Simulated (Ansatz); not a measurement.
# Bi2Se3 (Paraguanajuatite) (R-3m) in Ansatz: reference runs

Reference runs on Bi2Se3 (Paraguanajuatite): the cell as given and a disturbed copy.

Program: Ansatz 0.2.0. These are calculated values, not measurements. Logs are shortened: lines on timing, memory, paths and dates and some standing lists are left out, and cuts for length are marked.

## (1) The structure

Symmetry: R-3m, No. 166, trigonal system. Conventional cell: a = 4.143 Å, b = 4.143 Å, c = 28.636 Å, α = 90.00°, β = 90.00°, γ = 120.00°. Around Bi (site symmetry 3m) lie 6 Se at 2.85 to 3.07 Å. Se (site symmetry 3m) is surrounded by 3 Bi at 2.85 Å. Around Se (site symmetry -3m) lie 6 Bi at 3.07 Å.

## (2) Single point, PBE

The input, input.yaml:

```yaml
crystal:
  lattice:
    - [2.0715, 1.1959810826, 9.5453333333]
    - [-2.0715, 1.1959810826, 9.5453333333]
    - [0.0, -2.3919621653, 9.5453333333]
  atoms:
    - { symbol: Bi, position: [0.5992, 0.5992, 0.5992] }
    - { symbol: Bi, position: [0.4008, 0.4008, 0.4008] }
    - { symbol: Se, position: [0.7883, 0.7883, 0.7883] }
    - { symbol: Se, position: [0.2117, 0.2117, 0.2117] }
    - { symbol: Se, position: [0.0, 0.0, 0.0] }
kpoints:
  mp_grid: { grid: [8, 8, 8] }
scf:
  occupations: { method: fermi_dirac, width: 0.05 }
hamiltonian:
  xc: pbe
  pseudopotentials: { kind: all_electron, lapw: { basis_error: 0.001 } }
output:
  forces: true
  stress: true
  eigenvalues: true
  populations: true
```

Potentials or basis: all-electron LAPW, scalar-relativistic.

Launch:

```
$ ansatz run input.yaml --threads 4 --pin off --max-ram 12288MiB --backend cpu --events-out ev --progress --plain --runs-dir out
```

What it wrote:

```text
Warning: RAYON_NUM_THREADS=4 ignored (pool sized by the plan → 4); use --threads N
Bi: projections on atomic orbitals take those of the free atom 1s2 2s2 2p6 3s2 3p6 3d10 4s2 4p6 4d10 4f14 5s2 5p6 5d10 6s2 6p3, of charge +0.00 (hamiltonian.pseudopotentials.projection_atoms)
Se: projections on atomic orbitals take those of the free atom 1s2 2s2 2p6 3s2 3p6 3d10 4s2 4p4, of charge +0.00 (hamiltonian.pseudopotentials.projection_atoms)
LAPW: plane waves up to 7.701 Å⁻¹, error target 1.0e-3 eV per atom; small_component_spin mean_spin; Se in spheres of 1.351 Å, 24 of its electrons in bands, Dirac shells []; Bi in spheres of 1.500 Å, 37 of its electrons in bands, Dirac shells [] (how accurate: hamiltonian.pseudopotentials.lapw.basis_error, Limitations)
Engine: ansatz 0.2.0, x86_64-unknown-linux-gnu
Pseudopotentials: kind: all_electron
Pseudopotential: Bi, LAPW, valence charge 37, lapw/all_electron/scalar/gaussian/Bi, Koelling and Harmon's equation, gaussian nucleus
Pseudopotential: Se, LAPW, valence charge 24, lapw/all_electron/scalar/gaussian/Se, Koelling and Harmon's equation, gaussian nucleus
Functional definition: PBE
  parameter kappa = 0.804
  parameter beta = 0.06672455060314922
  exchange = pbe_x(kappa = kappa, mu = beta*pi^2/3)
  correlation = pbe_c(beta = beta)
Crystal: 5 atoms, lattice volume = 141.890 Å³
Basis set: ecut = 225.92375457864892 eV, 1097 PW (Γ), FFT grids on a1−a3, a2−a3, a3, exchange–correlation at level 2
Bands: 88, of which v1, the nominal top of the filled ones, is band 73 counted from 1 (72 counted from 0)
Symmetry: 12 space group operations
Space group: R-3m (ITA 166), of the structure as read, at distance tolerance 5.2e-5 Å
k-points: 65 of 512
Non-local potential: Bi, projectors of the file, none
Non-local potential: Se, projectors of the file, none
Initial density: superposition of atomic densities (chi_scale 0.1, normalization cell, long waves kept (reshape's long-wave potential 0.89 eV rms))
Initial wavefunctions: plane waves of lowest kinetic energy (no species holds an atomic orbital)
Functional: x = pbe(κ = 0.804, μ = 0.2195149727645171), c = pbe(β = 0.06672455060314922)
iter 1 solved again at ethr=2.16e-3 eV; its pass at ethr=1.00e-1 eV (dr2=3.16e0 eV) is discarded
SCF iter   1: F=—  HF=-1369791.619448 eV  |F-HF|=—  |Δ(HF+E_count)|=         —  Δρ=2.82e-2  dr2=3.16e0  ethr=2.16e-3  ⟨swp⟩=2.0  Hψ=35141  notcnv=0
preconditioner: auto → Resta (q_TF=auto, 2.741 Å⁻¹)  ε∞=2.3  [insulator: Δε(μ)=0.702 eV  Ē_g=18.797 eV  σ=0.050 eV  W_gap=1.00  n_scr=44 (ndim 8)  ℏωp=21.6 eV  f_vac=0.137  D(μ)=0.00/eV (n_scr^D=0)  ε∞_Penn≈2.3]
SCF iter   2: F=—  HF=-1369790.922696 eV  |F-HF|=—  |Δ(HF+E_count)|=   6.97e-1  Δρ=1.05e-2  dr2=9.34e-1  ethr=2.16e-3  ⟨swp⟩=2.9  Hψ=17996  notcnv=0
preconditioner: auto → none  [metal: Δε(μ)=0.018 eV  Ē_g=19.121 eV  σ=0.050 eV  W_gap=0.09  n_scr=44 (ndim 8)  ℏωp=21.6 eV  f_vac=0.151  D(μ)=0.05/eV (n_scr^D=0)]
SCF iter   3: F=—  HF=-1369791.202970 eV  |F-HF|=—  |Δ(HF+E_count)|=   2.80e-1  Δρ=1.42e-2  dr2=3.03e0  ethr=6.40e-4  ⟨swp⟩=3.0  Hψ=17222  notcnv=0  recentre
iter 4 solved again at ethr=3.90e-5 eV; its pass at ethr=6.40e-4 eV (dr2=5.70e-2 eV) is discarded
SCF iter   4: F=—  HF=-1369790.821731 eV  |F-HF|=—  |Δ(HF+E_count)|=   3.81e-1  Δρ=4.43e-3  dr2=5.69e-2  ethr=3.90e-5  ⟨swp⟩=2.0  Hψ=28498  notcnv=0
SCF iter   5: F=—  HF=-1369790.828216 eV  |F-HF|=—  |Δ(HF+E_count)|=         —  Δρ=8.16e-4  dr2=2.96e-3  ethr=3.90e-5  ⟨swp⟩=2.0  Hψ=16956  notcnv=0
the basis was enlarged: its passes take 317.7 KiB over the memory plan, 4 of 4 planned eigensolver slots
SCF iter   6: F=—  HF=-1369790.827832 eV  |F-HF|=—  |Δ(HF+E_count)|=   3.84e-4  Δρ=1.48e-4  dr2=6.85e-5  ethr=2.03e-6  ⟨swp⟩=2.0  Hψ=16776  notcnv=0
SCF iter   7: F=—  HF=-1369790.827851 eV  |F-HF|=—  |Δ(HF+E_count)|=   1.89e-5  Δρ=4.14e-5  dr2=2.73e-6  ethr=4.70e-8  ⟨swp⟩=2.5  Hψ=16836  notcnv=0
SCF iter   8: F=—  HF=-1369790.827854 eV  |F-HF|=—  |Δ(HF+E_count)|=   2.90e-6  Δρ=1.17e-5  dr2=1.61e-7  ethr=1.87e-9  ⟨swp⟩=3.0  Hψ=17409  notcnv=0
SCF iter   9: F=-1369790.827855 eV  HF=-1369790.827855 eV  |F-HF|=9.08e-9  |Δ(HF+E_count)|=   3.29e-7  Δρ=2.49e-6  dr2=8.93e-9  ethr=1.11e-10  ⟨swp⟩=3.0  Hψ=17664  notcnv=0
SCF 1 converged in 9 iterations: F = -1369790.827855 eV  dr2 = 8.93e-9
SCF converged after 9 iterations
Free energy (F): -1369790.827855 eV
Harris-Foulkes:  -1369790.827855 eV  (|F-HF|=9.08e-9)
Internal energy: -1369790.827648 eV  (E = F + TS)
E sigma→0 (E₀):  -1369790.827751 eV
Entropy (-TS):   -0.000206 eV (-0.041 meV/atom)
Fermi energy:    11.303566 eV
--- Per-component energies (eV) ---
  E_band       = -10183.151796
  E_kinetic    = 1559156.443145
  E_xc         = -28798.356913
  E_electrostatic = -2900148.913880  (all electrons and nuclei)
  E_smearing   = -0.000206  (= −TS)
  E_closure    = 0.000000  (closes the sum)
  E_atoms      = -1369770.729826  (free atoms, spherical and without spin; not in F)
  Σ components = -1369790.827855   (vs F -1369790.827855, Δ=0.00e0)
  Basis errors (estimates in eV, not in F): energy 4.2e-4 per atom: plane waves 3.9e-4 (2.2e-4 summed), levels above the bands 1.4e-77, relativity 4.2e-8, radial functions 3.1e-5, core shells 7.4e-8; eigenvalues (radial functions only) 1.2e-6; not estimated: angular momenta, meshes, grids; target (lapw.basis_error) 1.0e-3; muffin-tin radii Se 1.351 Å, Bi 1.500 Å
--- Forces (eV/Å), atoms counted from 1 ---
  atom   1  Bi     0.00000000    -0.00000000     0.15840431
  atom   2  Bi     0.00000000     0.00000000    -0.15840431
  atom   3  Se     0.00000000    -0.00000000     0.16010387
  atom   4  Se     0.00000000     0.00000000    -0.16010387
  atom   5  Se    -0.00000000     0.00000000     0.00000000
  max |Σ_I F_I| component: 5.26e-30 eV/Å
--- Stress (GPa, compression-positive) ---
        2.552063       0.000000       0.000000
        0.000000       2.552063      -0.000000
        0.000000      -0.000000       2.572974
  P = ⅓ Tr σ = 2.5590 GPa (25.590 kbar)
--- Band table (eV; the first three rows and the last of 65) ---
  k-point 0: bands = ["-196.5162", "-196.5162", "-196.3690", "-142.2862", "-142.2862", "-137.4089", "-137.4089", "-137.4065", "-137.4065", "-137.4065", "-137.4065", "-137.4062", "-137.4062", "-137.4043", "-137.4043", "-137.4043", "-137.4043", "-137.4043", "-137.4043", "-135.9850", "-135.9850", "-135.9850", "-135.9850", "-135.9778", "-135.9778", "-135.8594", "-135.8239", "-135.8239", "-80.5494", "-80.5494", "-80.5494", "-80.5494", "-80.5481", "-80.5481", "-36.1989", "-36.1989", "-36.1987", "-36.1987", "-36.1931", "-36.1931", "-36.1925", "-36.1925", "-36.1900", "-36.1898", "-36.0668", "-36.0590", "-36.0590", "-36.0305", "-36.0305", "-11.9441", "-11.9441", "-11.9423", "-11.9423", "-11.9334", "-11.9309", "-11.9226", "-11.9226", "-11.9199", "-11.9199", "-3.2484", "-2.5176", "-1.6541", "1.6719", "2.4383", "9.0047", "9.0762", "9.3131", "9.3131", "9.3209", "9.3209", "9.9759", "9.9759", "11.1935", "11.4096", "12.5870", "12.5870", "13.3184", "13.9102", "13.9102", "17.0290", "18.1989", "18.1989", "18.2563", "18.2855", "18.9770", "18.9770", "19.8630", "19.8630"]
  k-point 1: bands = ["-196.5162", "-196.5162", "-196.3690", "-142.2862", "-142.2862", "-137.4089", "-137.4089", "-137.4065", "-137.4065", "-137.4065", "-137.4065", "-137.4062", "-137.4062", "-137.4043", "-137.4043", "-137.4043", "-137.4043", "-137.4043", "-137.4043", "-135.9850", "-135.9850", "-135.9850", "-135.9850", "-135.9778", "-135.9778", "-135.8594", "-135.8239", "-135.8239", "-80.5494", "-80.5494", "-80.5494", "-80.5494", "-80.5481", "-80.5481", "-36.1989", "-36.1989", "-36.1987", "-36.1987", "-36.1931", "-36.1931", "-36.1925", "-36.1925", "-36.1900", "-36.1898", "-36.0668", "-36.0590", "-36.0590", "-36.0304", "-36.0304", "-11.9463", "-11.9441", "-11.9405", "-11.9387", "-11.9312", "-11.9287", "-11.9247", "-11.9231", "-11.9218", "-11.9199", "-3.1065", "-2.3970", "-1.5710", "1.5804", "2.2754", "8.1554", "8.2454", "8.8186", "8.9062", "9.4132", "9.8290", "9.8422", "10.2086", "10.4747", "12.3225", "12.9776", "13.0550", "13.3251", "13.9018", "14.1598", "16.6649", "17.2527", "18.3197", "18.5007", "18.8700", "19.2153", "19.5147", "19.7098", "20.5652"]
  k-point 2: bands = ["-196.5162", "-196.5162", "-196.3690", "-142.2862", "-142.2862", "-137.4089", "-137.4089", "-137.4065", "-137.4065", "-137.4065", "-137.4065", "-137.4062", "-137.4062", "-137.4043", "-137.4043", "-137.4043", "-137.4043", "-137.4043", "-137.4043", "-135.9850", "-135.9850", "-135.9850", "-135.9850", "-135.9778", "-135.9778", "-135.8594", "-135.8239", "-135.8239", "-80.5494", "-80.5494", "-80.5494", "-80.5494", "-80.5481", "-80.5481", "-36.1989", "-36.1989", "-36.1987", "-36.1986", "-36.1931", "-36.1931", "-36.1926", "-36.1925", "-36.1899", "-36.1898", "-36.0667", "-36.0591", "-36.0590", "-36.0304", "-36.0304", "-11.9529", "-11.9496", "-11.9331", "-11.9313", "-11.9312", "-11.9272", "-11.9239", "-11.9223", "-11.9207", "-11.9190", "-2.6944", "-2.0674", "-1.3601", "1.2394", "1.8240", "7.0559", "7.5693", "8.0337", "8.3264", "8.8207", "9.3491", "9.9373", "10.0377", "10.6630", "12.3978", "13.1438", "13.3765", "13.9565", "14.3580", "15.2649", "15.7811", "17.4339", "18.5179", "18.9836", "19.1976", "19.7002", "20.1356", "20.4867", "21.3431"]
  k-point 64: bands = ["-196.5162", "-196.5162", "-196.3690", "-142.2862", "-142.2862", "-137.4089", "-137.4089", "-137.4065", "-137.4065", "-137.4065", "-137.4065", "-137.4062", "-137.4062", "-137.4043", "-137.4043", "-137.4043", "-137.4043", "-137.4043", "-137.4043", "-135.9850", "-135.9850", "-135.9850", "-135.9850", "-135.9778", "-135.9778", "-135.8594", "-135.8239", "-135.8239", "-80.5494", "-80.5494", "-80.5494", "-80.5494", "-80.5481", "-80.5481", "-36.1989", "-36.1989", "-36.1987", "-36.1987", "-36.1931", "-36.1931", "-36.1925", "-36.1925", "-36.1900", "-36.1898", "-36.0668", "-36.0590", "-36.0590", "-36.0305", "-36.0305", "-11.9441", "-11.9441", "-11.9423", "-11.9423", "-11.9333", "-11.9311", "-11.9226", "-11.9226", "-11.9199", "-11.9199", "-3.0883", "-2.8537", "-1.3618", "1.2316", "2.8142", "8.5007", "9.1988", "9.1988", "9.5612", "9.5612", "9.6555", "9.8057", "9.8057", "10.7367", "11.8271", "12.8946", "12.8946", "13.2495", "13.5706", "13.5706", "16.9817", "17.8728", "17.8728", "18.1932", "18.5705", "19.6001", "20.1256", "20.1256", "20.3098"]
--- Löwdin populations: 5 sites ---
  site symbol       q [e]
     0     Bi     82.3802
     1     Bi     82.3802
     2     Se     34.2917
     3     Se     34.2917
     4     Se     34.4818
  spilling = 0.000650 (of n_electrons = 268.000000)
```

It took 61 s on 4 threads of Intel Xeon Platinum 8259CL at 2.50GHz (Skylake/Cascade Lake), shared host; peak memory 1.2 GiB.

What came out:

* Free energy: -1369790.8279 eV
* Pressure: 2.6 GPa
* Largest force: 0.160 eV/Å
* Band gap on the k mesh: 0.22 eV, direct
* Loewdin charges: Bi +0.62; Se -0.29, -0.48 e

Forces in eV/Å, atoms in the order of the input:
```
Bi   0.000  0.000  0.158
Bi   0.000  0.000 -0.158
Se   0.000  0.000  0.160
Se   0.000  0.000 -0.160
Se   0.000  0.000  0.000
```

Levels at points of the mesh, in eV from the valence-band top:
```
              k point  band 70  band 71  band 72  band 73  band 74  band 75  band 76  band 77
   (0.00, 0.00, 0.00)    -1.87    -1.22    -1.22     0.00     0.22     1.39     1.39     2.12
  (0.00, 0.00, -0.50)    -3.00    -2.15    -1.24    -0.56     0.84     1.92     2.96     3.15
 (0.00, -0.50, -0.50)    -1.90    -1.88    -1.65    -1.01     1.34     1.95     2.59     2.99
(-0.50, -0.50, -0.50)    -1.54    -1.39    -1.39    -0.46     0.63     1.70     1.70     2.06
```

Caveat: spin-orbit coupling is left out, which as a rule narrows the gap of such compounds by several tenths of an eV. A k mesh can miss the band edges.

## (3) Single point, PBE (atoms moved at random, drawn with an rms of 0.05 Å)

The input, input.yaml:

```yaml
crystal:
  lattice:
    - [2.0715, 1.1959810826, 9.5453333333]
    - [-2.0715, 1.1959810826, 9.5453333333]
    - [0.0, -2.3919621653, 9.5453333333]
  atoms:
    - { symbol: Bi, position: [0.597917, 0.59798, 0.599069] }
    - { symbol: Bi, position: [0.402216, 0.396957, 0.399722] }
    - { symbol: Se, position: [0.798371, 0.793197, 0.77654] }
    - { symbol: Se, position: [0.214488, 0.208334, 0.21334] }
    - { symbol: Se, position: [-0.001293, 0.004631, -0.001077] }
kpoints:
  mp_grid: { grid: [8, 8, 8] }
scf:
  occupations: { method: fermi_dirac, width: 0.05 }
hamiltonian:
  xc: pbe
  pseudopotentials: { kind: all_electron, lapw: { basis_error: 0.001 } }
output:
  forces: true
  stress: true
  eigenvalues: true
  populations: true
```

Potentials or basis: all-electron LAPW, scalar-relativistic.

Launch:

```
$ ansatz run input.yaml --threads 4 --pin off --max-ram 12288MiB --backend cpu --events-out ev --progress --plain --runs-dir out
```

It took 7.8 min on 4 threads of Intel Xeon Platinum 8259CL at 2.50GHz (Skylake/Cascade Lake), shared host; peak memory 3.2 GiB.

The run converged. Its results:

- Free energy: -1369790.8085 eV
- Pressure: 2.4 GPa
- Largest force: 0.410 eV/Å
- Band gap on the k mesh: 0.31 eV, direct
- Loewdin charges: Bi +0.61, +0.62; Se -0.31, -0.27, -0.48 e

Forces on the atoms (eV/Å):
```
Bi   0.039 -0.029  0.407
Bi  -0.019  0.099  0.295
Se  -0.024 -0.159 -0.178
Se  -0.071  0.055 -0.331
Se   0.074  0.034 -0.193
```

Stress tensor (GPa, compression positive):
```
 2.64 -0.02  0.05
-0.02  2.26 -0.40
 0.05 -0.40  2.35
```

Levels at points of the mesh, in eV from the valence-band top:
```csv
k point,band 71,band 72,band 73,band 74,band 75,band 76
"(0.00, 0.00, 0.00)",-1.16,-1.10,0.00,0.31,1.38,1.46
"(0.00, 0.00, -0.50)",-2.18,-1.19,-0.50,0.87,1.94,2.96
"(0.00, -0.50, 0.00)",-2.10,-1.18,-0.52,0.87,1.92,3.01
"(0.00, -0.50, -0.50)",-1.83,-1.59,-0.95,1.39,1.98,2.61
"(-0.50, 0.00, 0.00)",-2.11,-1.18,-0.51,0.86,1.93,3.02
"(-0.50, 0.00, -0.50)",-1.84,-1.59,-0.95,1.42,1.99,2.59
"(-0.50, -0.50, 0.00)",-1.78,-1.60,-0.99,1.29,1.95,2.61
"(-0.50, -0.50, -0.50)",-1.31,-1.26,-0.44,0.72,1.68,1.77
```

Caveat: spin-orbit coupling is left out, which as a rule narrows the gap of such compounds by several tenths of an eV.
